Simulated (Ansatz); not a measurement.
# SnO2: the cost of one run

Method: DFT PBE, scalar-relativistic, plane waves, PAW, in Ansatz 0.2.0.

3 further runs of the same task are left out: 1 that didn't finish, 2 set aside as unsound or not needed.

**1. The system as given**

Symmetry: P4_2/mnm, No. 136, tetragonal system. The conventional cell has a = 4.827 Å, b = 4.827 Å, c = 3.238 Å, α = 90.00°, β = 90.00°, γ = 90.00°. Sn (site symmetry mmm) is surrounded by 6 O at 2.09 Å. O (site symmetry m2m) is surrounded by 3 Sn at 2.09 Å.

As a file:

```cif
data_structure
_symmetry_space_group_name_H-M 'P 1'
_symmetry_Int_Tables_number 1
_cell_length_a 4.8274
_cell_length_b 4.8274
_cell_length_c 3.2381
_cell_angle_alpha 90.000
_cell_angle_beta 90.000
_cell_angle_gamma 90.000
_cell_volume 75.46
loop_
_atom_site_label
_atom_site_type_symbol
_atom_site_fract_x
_atom_site_fract_y
_atom_site_fract_z
_atom_site_occupancy
Sn1 Sn 0.00000 0.00000 0.00000 1
Sn2 Sn 0.50000 0.50000 0.50000 1
O1 O 0.30654 0.30654 0.00000 1
O2 O 0.19346 0.80654 0.50000 1
O3 O 0.69346 0.69346 0.00000 1
O4 O 0.80654 0.19346 0.50000 1
```

It is the result of an earlier relaxation at this level (volume 12.58 Å³/atom; gap on the mesh: 0.68 eV).

**2. Building the [001] wire, 27 host atoms a period**

The wire is cut from the relaxed crystal, periodic along c with vacuum across. Atoms and period relax; energies count from the bulk, -2386.3282 eV an atom.

The cell holds 9 Sn, 18 O: a = 20.500 Å, b = 20.800 Å, c = 3.238 Å, α = 90.00°, β = 90.00°, γ = 90.00°.

**3. Relaxation**

Pressure and volume refer to the whole cell with its vacuum; only the period along c may change.

File input.yaml:

```yaml
crystal:
  lattice:
    - [20.5, 0.0, 0.0]
    - [0.0, 20.8, 0.0]
    - [0.0, 0.0, 3.2380690891]
  atoms:
    - { symbol: Sn, position: [0.2645161145, 0.5, 0.0] }
    - { symbol: Sn, position: [0.5, 0.2679125167, 0.0] }
    - { symbol: Sn, position: [0.5, 0.5, 0.0] }
    - { symbol: Sn, position: [0.5, 0.7320874833, 0.0] }
    - { symbol: Sn, position: [0.7354838855, 0.5, 0.0] }
    - { symbol: Sn, position: [0.3822580572, 0.3839562583, 0.5] }
    - { symbol: Sn, position: [0.3822580572, 0.6160437417, 0.5] }
    - { symbol: Sn, position: [0.6177419428, 0.3839562583, 0.5] }
    - { symbol: Sn, position: [0.6177419428, 0.6160437417, 0.5] }
    - { symbol: O, position: [0.3367023487, 0.3390576033, 0.0] }
    - { symbol: O, position: [0.3367023487, 0.5711450866, 0.0] }
    - { symbol: O, position: [0.5721862342, 0.3390576033, 0.0] }
    - { symbol: O, position: [0.5721862342, 0.5711450866, 0.0] }
    - { symbol: O, position: [0.310071823, 0.4551013449, 0.5] }
    - { symbol: O, position: [0.5455557086, 0.2230138616, 0.5] }
    - { symbol: O, position: [0.5455557086, 0.4551013449, 0.5] }
    - { symbol: O, position: [0.5455557086, 0.6871888283, 0.5] }
    - { symbol: O, position: [0.7810395941, 0.4551013449, 0.5] }
    - { symbol: O, position: [0.4278137658, 0.4288549134, 0.0] }
    - { symbol: O, position: [0.4278137658, 0.6609423967, 0.0] }
    - { symbol: O, position: [0.6632976513, 0.4288549134, 0.0] }
    - { symbol: O, position: [0.6632976513, 0.6609423967, 0.0] }
    - { symbol: O, position: [0.2189604059, 0.5448986551, 0.5] }
    - { symbol: O, position: [0.4544442914, 0.3128111717, 0.5] }
    - { symbol: O, position: [0.4544442914, 0.5448986551, 0.5] }
    - { symbol: O, position: [0.4544442914, 0.7769861384, 0.5] }
    - { symbol: O, position: [0.689928177, 0.5448986551, 0.5] }
basis:
  ecutwfc: 420
kpoints:
  mp_grid: { grid: [1, 1, 10] }
hamiltonian:
  xc: pbe
scf:
  occupations: { method: gaussian, width: 0.05 }
output:
  forces: true
  stress: true
  eigenvalues: true
  populations: true
  write_density: true
  write_potential: true
  elf: true
  volumetric_format: npy
relax:
  adjacent_minimum: "off"
  f_tol: 0.02
  max_steps: 45
  cell: { fix: [a, b, alpha, beta, gamma], stress_tol: 0.03 }
```

Run with:

```bash
ansatz run input.yaml --threads 4 --pin off --max-ram 11264MiB --backend cpu --events-out ev --progress --plain --runs-dir out
```

**Question.** How long does this run take on 4 threads of Intel Xeon Platinum 8488C (Sapphire Rapids), shared host, and how much memory does it need?

About 5.8 min, with a peak of 4.7 GiB.
